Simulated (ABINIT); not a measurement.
# PbO (Litharge) (P4/nmm) in ABINIT: reference runs

Aim: a first look at PbO (Litharge) with PBEsol, on the cell as given and on a disturbed one.

All numbers are computed with ABINIT 10.8.3 (patched build); they aren't measurements. Logs are shortened: lines on timing, memory, paths and dates and some standing lists are left out, and cuts for length are marked. The log counts tension as positive stress, the text compression.

## 1. Starting point

The structure is tetragonal, space group P4/nmm (No. 129). The conventional cell has a = 3.990 Å, b = 3.990 Å, c = 5.010 Å, α = 90.00°, β = 90.00°, γ = 90.00°. Pb (site symmetry 4mm) has 4 O at 2.33 Å as nearest neighbours. O (site symmetry -4m2) has 4 Pb at 2.33 Å as nearest neighbours.

## 2. Equation of state, PBEsol

run.abi reads:

```
# Datasets: one volume each
ndtset 7
scalecart1 3*0.9795861087
scalecart2 3*0.9864848297
scalecart3 3*0.9932883884
scalecart4 3*1.0000000000
scalecart5 3*1.0066227096
scalecart6 3*1.0131594038
scalecart7 3*1.0196128224

# Pseudopotentials
pp_dirpath "./"
pseudos "Pb.upf, O.upf"

# Structure
acell 3*1.0
rprim
     7.5400072373     0.0000000000     0.0000000000
     0.0000000000     7.5400072373     0.0000000000
     0.0000000000     0.0000000000     9.4675278844
ntypat 2
znucl 82 8
natom 4
typat 1 1 2 2
xred
     0.5000000000     0.0000000000     0.7600000000
     0.0000000000     0.5000000000     0.2400000000
     0.5000000000     0.5000000000     0.0000000000
     0.0000000000     0.0000000000     0.0000000000

# Plane-wave basis
ecut 1142.878222 eV

# k points
kptopt 1
ngkpt 7 7 6
nshiftk 1
shiftk 0.0 0.0 0.0

# Exchange and correlation
ixc -116133

# Bands and occupations
nband 24
occopt 3
tsmear 0.00183747

# SCF cycle
nstep 100
tolvrs 1.0e-10

# Output
iomode 3
prtwf 0
prtden 0
prteig 0
prtebands 0
enunit 1
```

Potentials or basis: PseudoDojo NC SR PBEsol v0.4.1 standard.

On the command line:

```sh
$ mpirun --bind-to none -np 4 abinit run.abi > log 2>&1
```

run.abo:

```text
.Version 10.8.3 of ABINIT
 DATASET    1 : space group P4/n m m (#129); Bravais tP (primitive tetrag.)
================================================================================
 Values of the parameters that define the memory need for DATASET  1.
     intxc =       0    ionmov =       0      iscf =       7    lmnmax =       6
     lnmax =       6     mgfft =      60  mpssoang =       3    mqgrid =    3001
     natom =       4  nloc_mem =       1    nspden =       1   nspinor =       1
    nsppol =       1      nsym =      16    n1xccc =    2501    ntypat =       2
    occopt =       3   xclevel =       2
       mpw =        6603          nfft =      121500          nkpt =          40
================================================================================
================================================================================
[... 61 lines left out ...]
 DATASET    7 : space group P4/n m m (#129); Bravais tP (primitive tetrag.)
================================================================================
 Values of the parameters that define the memory need for DATASET  7.
     intxc =       0    ionmov =       0      iscf =       7    lmnmax =       6
     lnmax =       6     mgfft =      60  mpssoang =       3    mqgrid =    3001
     natom =       4  nloc_mem =       1    nspden =       1   nspinor =       1
    nsppol =       1      nsym =      16    n1xccc =    2501    ntypat =       2
    occopt =       3   xclevel =       2
       mpw =        7454          nfft =      138240          nkpt =          40
================================================================================
================================================================================

--------------------------------------------------------------------------------
------------- Echo of variables that govern the present computation ------------
--------------------------------------------------------------------------------
 -outvars: echo values of preprocessed input variables --------
            acell      1.0000000000E+00  1.0000000000E+00  1.0000000000E+00 Bohr
              amu      2.07200000E+02  1.59994000E+01
             ecut      4.20000000E+01 Hartree
           enunit           1
              ixc     -116133
           jdtset        1    2    3    4    5    6    7
         kptrlatt        7    0    0      0    7    0      0    0    6
          kptrlen1     5.17026044E+01
          kptrlen2     5.20667193E+01
          kptrlen3     5.24258115E+01
          kptrlen4     5.27800507E+01
          kptrlen5     5.31295976E+01
          kptrlen6     5.34746047E+01
          kptrlen7     5.38152164E+01
            natom           4
            nband          24
           ndtset           7
            ngfft1         45      45      60
            ngfft2         45      45      60
            ngfft3         45      45      60
            ngfft4         45      45      60
            ngfft5         48      48      60
            ngfft6         48      48      60
            ngfft7         48      48      60
             nkpt          40
            nstep         100
             nsym          16
           ntypat           2
           occopt           3
           prtden           0
        prtebands           0
           prteig           0
            prtwf           0
            rprim1     7.3860863492E+00  0.0000000000E+00  0.0000000000E+00
                       0.0000000000E+00  7.3860863492E+00  0.0000000000E+00
                       0.0000000000E+00  0.0000000000E+00  9.2742587993E+00
            rprim2     7.4381027554E+00  0.0000000000E+00  0.0000000000E+00
                       0.0000000000E+00  7.4381027554E+00  0.0000000000E+00
                       0.0000000000E+00  0.0000000000E+00  9.3395726327E+00
            rprim3     7.4894016373E+00  0.0000000000E+00  0.0000000000E+00
                       0.0000000000E+00  7.4894016373E+00  0.0000000000E+00
                       0.0000000000E+00  0.0000000000E+00  9.4039855144E+00
            rprim4     7.5400072373E+00  0.0000000000E+00  0.0000000000E+00
                       0.0000000000E+00  7.5400072373E+00  0.0000000000E+00
                       0.0000000000E+00  0.0000000000E+00  9.4675278844E+00
            rprim5     7.5899425156E+00  0.0000000000E+00  0.0000000000E+00
                       0.0000000000E+00  7.5899425156E+00  0.0000000000E+00
                       0.0000000000E+00  0.0000000000E+00  9.5302285722E+00
            rprim6     7.6392292372E+00  0.0000000000E+00  0.0000000000E+00
                       0.0000000000E+00  7.6392292372E+00  0.0000000000E+00
                       0.0000000000E+00  0.0000000000E+00  9.5921149068E+00
            rprim7     7.6878880601E+00  0.0000000000E+00  0.0000000000E+00
                       0.0000000000E+00  7.6878880601E+00  0.0000000000E+00
                       0.0000000000E+00  0.0000000000E+00  9.6532128274E+00
          spgroup         129
           tolvrs      1.00000000E-10
           tsmear      1.83747000E-03 Hartree
            typat      1  1  2  2
           xangst1     1.9542742855E+00  0.0000000000E+00  3.7298720650E+00
                       0.0000000000E+00  1.9542742855E+00  1.1778543363E+00
                       1.9542742855E+00  1.9542742855E+00  0.0000000000E+00
                       0.0000000000E+00  0.0000000000E+00  0.0000000000E+00
           xangst2     1.9680372339E+00  0.0000000000E+00  3.7561396350E+00
                       0.0000000000E+00  1.9680372339E+00  1.1861493584E+00
                       1.9680372339E+00  1.9680372339E+00  0.0000000000E+00
                       0.0000000000E+00  0.0000000000E+00  0.0000000000E+00
           xangst3     1.9816103335E+00  0.0000000000E+00  3.7820448651E+00
                       0.0000000000E+00  1.9816103335E+00  1.1943299574E+00
                       1.9816103335E+00  1.9816103335E+00  0.0000000000E+00
                       0.0000000000E+00  0.0000000000E+00  0.0000000000E+00
           xangst4     1.9949999987E+00  0.0000000000E+00  3.8075999974E+00
                       0.0000000000E+00  1.9949999987E+00  1.2023999992E+00
                       1.9949999987E+00  1.9949999987E+00  0.0000000000E+00
                       0.0000000000E+00  0.0000000000E+00  0.0000000000E+00
           xangst5     2.0082123043E+00  0.0000000000E+00  3.8328166265E+00
[... 24 lines left out ...]
                       0.0000000000E+00  3.7700036187E+00  2.2722066923E+00
                       3.7700036187E+00  3.7700036187E+00  0.0000000000E+00
                       0.0000000000E+00  0.0000000000E+00  0.0000000000E+00
            xcart5     3.7949712578E+00  0.0000000000E+00  7.2429737149E+00
                       0.0000000000E+00  3.7949712578E+00  2.2872548573E+00
                       3.7949712578E+00  3.7949712578E+00  0.0000000000E+00
                       0.0000000000E+00  0.0000000000E+00  0.0000000000E+00
            xcart6     3.8196146186E+00  0.0000000000E+00  7.2900073292E+00
                       0.0000000000E+00  3.8196146186E+00  2.3021075776E+00
                       3.8196146186E+00  3.8196146186E+00  0.0000000000E+00
                       0.0000000000E+00  0.0000000000E+00  0.0000000000E+00
            xcart7     3.8439440301E+00  0.0000000000E+00  7.3364417488E+00
                       0.0000000000E+00  3.8439440301E+00  2.3167710786E+00
                       3.8439440301E+00  3.8439440301E+00  0.0000000000E+00
                       0.0000000000E+00  0.0000000000E+00  0.0000000000E+00
             xred      5.0000000000E-01  0.0000000000E+00  7.6000000000E-01
                       0.0000000000E+00  5.0000000000E-01  2.4000000000E-01
                       5.0000000000E-01  5.0000000000E-01  0.0000000000E+00
                       0.0000000000E+00  0.0000000000E+00  0.0000000000E+00
            znucl       82.00000    8.00000

================================================================================

 chkinp: Checking input parameters for consistency, jdtset=   1.

 chkinp: Checking input parameters for consistency, jdtset=   2.
[... 29 lines left out ...]
 getcut: wavevector=  0.0000  0.0000  0.0000  ngfft=  45  45  60
         ecut(hartree)=     42.000   => boxcut(ratio)=   2.04197

--- Pseudopotential description ------------------------------------------------
- pspini: atom type   1  psp file is ./Pb.upf
12 -116133 2 -1 1678                          pspcod,pspxc,lmax,lloc,mmax
     nproj     2     2     2

- pspini: atom type   2  psp file is ./O.upf
12 -116133 2 -1 936                           pspcod,pspxc,lmax,lloc,mmax
     nproj     2     2     1

   4.04446795E+03                                ecore*ucvol(ha*bohr**3)
--------------------------------------------------------------------------------

================================================================================

--- !BeginCycle
iteration_state: {dtset: 1, }
solver: {iscf: 7, nstep: 100, nline: 4, wfoptalg: 0, }
tolerances: {tolvrs: 1.00E-10, }
...
[... 1113 lines left out ...]
-Cartesian components of stress tensor (GPa)         [Pressure= -4.5383E+00 GPa]
- sigma(1 1)=  4.54865829E+00  sigma(3 2)=  0.00000000E+00
- sigma(2 2)=  4.54865829E+00  sigma(3 1)=  0.00000000E+00
- sigma(3 3)=  4.51755328E+00  sigma(2 1)=  0.00000000E+00

== END DATASET(S) ==============================================================
================================================================================

 -outvars: echo values of variables after computation  --------
            acell      1.0000000000E+00  1.0000000000E+00  1.0000000000E+00 Bohr
           etotal1    -1.7350208675E+02
           etotal2    -1.7350370666E+02
           etotal3    -1.7350457320E+02
           etotal4    -1.7350476596E+02
           etotal5    -1.7350435747E+02
           etotal6    -1.7350340973E+02
           etotal7    -1.7350198051E+02
            fcart1    -0.0000000000E+00 -0.0000000000E+00 -1.2222174963E-02
                      -0.0000000000E+00 -0.0000000000E+00  1.2222174963E-02
                      -0.0000000000E+00 -0.0000000000E+00 -0.0000000000E+00
                      -0.0000000000E+00 -0.0000000000E+00 -0.0000000000E+00
            fcart2    -0.0000000000E+00 -0.0000000000E+00 -6.1212152636E-03
                      -0.0000000000E+00 -0.0000000000E+00  6.1212152636E-03
                      -0.0000000000E+00 -0.0000000000E+00 -0.0000000000E+00
                      -0.0000000000E+00 -0.0000000000E+00 -0.0000000000E+00
            fcart3    -0.0000000000E+00 -0.0000000000E+00 -4.7822147684E-04
                      -0.0000000000E+00 -0.0000000000E+00  4.7822147684E-04
[... 66 lines left out ...]
                       0.0000000000E+00  1.9949999987E+00  1.2023999992E+00
                       1.9949999987E+00  1.9949999987E+00  0.0000000000E+00
                       0.0000000000E+00  0.0000000000E+00  0.0000000000E+00
           xangst5     2.0082123043E+00  0.0000000000E+00  3.8328166265E+00
                       0.0000000000E+00  2.0082123043E+00  1.2103631452E+00
                       2.0082123043E+00  2.0082123043E+00  0.0000000000E+00
                       0.0000000000E+00  0.0000000000E+00  0.0000000000E+00
           xangst6     2.0212530092E+00  0.0000000000E+00  3.8577057433E+00
                       0.0000000000E+00  2.0212530092E+00  1.2182228663E+00
                       2.0212530092E+00  2.0212530092E+00  0.0000000000E+00
                       0.0000000000E+00  0.0000000000E+00  0.0000000000E+00
           xangst7     2.0341275793E+00  0.0000000000E+00  3.8822777799E+00
                       0.0000000000E+00  2.0341275793E+00  1.2259824568E+00
                       2.0341275793E+00  2.0341275793E+00  0.0000000000E+00
                       0.0000000000E+00  0.0000000000E+00  0.0000000000E+00
             xred      5.0000000000E-01  0.0000000000E+00  7.6000000000E-01
                       0.0000000000E+00  5.0000000000E-01  2.4000000000E-01
                       5.0000000000E-01  5.0000000000E-01  0.0000000000E+00
                       0.0000000000E+00  0.0000000000E+00  0.0000000000E+00
 Calculation completed.
```

It took 5.4 min on 4 MPI ranks of AMD EPYC 9R45 (Zen 5), shared host; peak memory 0.64 GiB.

Results:

| Property | Result |
| --- | --- |
| Equilibrium volume | 19.86 Å³/atom |
| Bulk modulus at fixed shape and positions | 84 GPa |
| Pressure derivative of the bulk modulus | 4.6 |

Energy against volume, from the lowest point:
```csv
volume (Å³/atom),energy (meV/atom)
18.744,18.23
19.142,7.21
19.541,1.31
19.940,0.00
20.339,2.78
20.738,9.23
21.136,18.95
```

Caveat: pressures at fixed basis lie under the slope of the energies; the cell was scaled at fixed shape and fractional positions, which overstates the stiffness of a crystal with free parameters, most of all of layers and chains.

## 3. Single point, PBEsol (atoms moved at random, drawn with an rms of 0.05 Å)

run.abi reads:

```
pp_dirpath "./"
pseudos "Pb.upf, O.upf"

acell 3*1.0 Angstrom
rprim
     3.9900000000     0.0000000000     0.0000000000
     0.0000000000     3.9900000000     0.0000000000
     0.0000000000     0.0000000000     5.0100000000
ntypat 2
znucl 82 8
natom 4
typat 1 1 2 2
xred
     0.5025100000     0.0002860000     0.7640710000
    -0.0105290000     0.5078170000     0.2474320000
     0.4947560000     0.5065610000    -0.0022200000
    -0.0062690000     0.0124200000     0.0082440000
chkprim 0
chksymtnons 0
tolsym 1.0e-6

ecut 1142.878222 eV

kptopt 1
ngkpt 7 7 6
nshiftk 1
shiftk 0.0 0.0 0.0

ixc -116133

nband 24
occopt 3
tsmear 0.00183747

nstep 100
tolvrs 1.0e-10

iomode 3
prtwf 0
prtden 0
prteig 0
prtebands 0
enunit 2
```

Potentials or basis: PseudoDojo NC SR PBEsol v0.4.1 standard.

On the command line:

```sh
$ mpirun --bind-to none -np 4 abinit run.abi > log 2>&1
```

Wall time 3 min (4 MPI ranks of AMD EPYC 9R45 (Zen 5), shared host); peak memory 0.72 GiB.

The run converged. Its results:

```yaml
Free_energy: -4721.2864 eV
Pressure: -0.7 GPa
Largest_force: 0.484 eV/Å
Band_gap_on_the_k_mesh: 1.30 eV, indirect (least direct gap 2.23 eV)
Valence_electrons_inside_the_program's_atomic_spheres: Pb 10.04; O 6.09
```

Forces in eV/Å, atoms in the order of the input:
```
Pb  -0.165  0.149  0.249
Pb   0.113  0.020 -0.470
O   -0.047 -0.011  0.277
O    0.098 -0.158 -0.056
```

Stress tensor (GPa, compression positive):
```
-1.10 -0.01  0.57
-0.01  0.32 -0.21
 0.57 -0.21 -1.31
```

Levels at points of the mesh, in eV from the valence-band top:
```tsv
k point	band 18	band 19	band 20	band 21	band 22	band 23
(0.00, 0.00, 0.00)	-1.55	-1.46	0.00	2.36	5.42	5.46
(0.00, 0.00, 0.50)	-1.59	-1.48	-0.94	1.97	3.79	3.93
```

Caveat: spin-orbit coupling is left out, which as a rule narrows the gap of such compounds by several tenths of an eV; an odd mesh through Γ misses points on the zone boundary, where band edges often lie.
